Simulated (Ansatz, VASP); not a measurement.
# One calculation of GaAs, two programs

```xyz
2
Lattice="0.0000 2.9842 2.5366 2.9842 0.0000 2.5366 2.9842 2.9842 0.0000" Properties=species:S:1:pos:R:3 pbc="T T T"
Ga    0.0000    0.0000    0.0000
As    4.4763    4.4763    3.8049
```

Alike in both runs: task single point; functional PBE; k mesh 8 × 8 × 8; occupations gaussian, width 0.05 eV; no spin polarisation.

|  | VASP | Ansatz |
| --- | --- | --- |
| version | VASP 6.6.1 | Ansatz 0.2.0 |
| potentials or method | VASP PAW PBE potentials, release 64 (Ga_d, As) | scalar-relativistic, plane waves, PAW |
| plane-wave cutoff (eV) | 520 | 420 |
| valence electrons in the cell | 18 | 28 |

|  | VASP | Ansatz | Ansatz less VASP |
| --- | --- | --- | --- |
| gap on the k mesh at the Fermi level (eV) | 0.11 | 0.12 | +0.004 |
| least direct gap on the mesh (eV) | 0.11 | 0.12 | +0.004 |
| pressure (GPa) | 3.0 | 2.9 | -0.18 |
| largest component of the traceless stress (GPa) | 4.38 | 4.40 | +0.021 |

The functional is the same, so the differences come from potentials, cutoffs and numerics. The two sets of potentials don't hold the same shells in valence.
